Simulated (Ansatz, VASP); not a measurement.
**InP: VASP beside Ansatz**

File INCAR:

```
ALGO = Normal
EDIFF = 1E-6
ENCUT = 520
GGA = PS
ISIF = 2
ISMEAR = -1
LASPH = True
LCHARG = False
LREAL = False
LWAVE = False
NBANDS = 16
NELM = 100
PREC = Accurate
SIGMA = 0.05
```

File KPOINTS:

```
k-points
0
Gamma
  8 8 8
```

Contents of POSCAR:

```
InP
1.0
    0.0000000000      2.7314127370      2.7314127370
    2.7314127370      0.0000000000      2.7314127370
    2.7314127370      2.7314127370      0.0000000000
In P
1 1
Direct
    0.0000000000      0.0000000000      0.0000000000
    0.5000000000      0.5000000000      0.5000000000
```

input.yaml

```yaml
crystal:
  lattice:
    - [0.0, 2.731412737, 2.731412737]
    - [2.731412737, 0.0, 2.731412737]
    - [2.731412737, 2.731412737, 0.0]
  atoms:
    - { symbol: In, position: [0.0, 0.0, 0.0] }
    - { symbol: P, position: [0.5, 0.5, 0.5] }
hamiltonian:
  xc: pbesol
  pseudopotentials: { kind: paw }
kpoints:
  mp_grid: { grid: [8, 8, 8] }
scf:
  occupations: { method: fermi_dirac, width: 0.05 }
output:
  forces: true
  stress: true
  eigenvalues: true
```

Measurements of this composition are mostly on another form, of space group No. 216.

Alike in both runs: task single point; functional PBEsol; k mesh 8 × 8 × 8; occupations fermi-dirac, width 0.05 eV; no spin polarisation.

|  | VASP | Ansatz |
| --- | --- | --- |
| version | VASP 6.6.1 | Ansatz 0.2.0 |
| potentials or method | VASP PAW PBE potentials, release 64 (In_d, P) | Ansatz PAW |
| plane-wave cutoff (eV) | 520 | 420 |
| valence electrons in the cell | 18 | 18 |

|  | VASP | Ansatz | Ansatz less VASP |
| --- | --- | --- | --- |
| gap on the k mesh at the Fermi level (eV) | none | none | - |
| pressure (GPa) | -0.3 | -0.3 | -0.04 |

A gap of «none» marks a metal or a gap that the smearing closes.

Caveats: the PAW data sets were made with another functional, which shifts forces and pressure a little (VASP); the PAW data sets come from PBE, with cores solved anew for the run's functional, which leaves a small shift of forces and pressure (Ansatz).
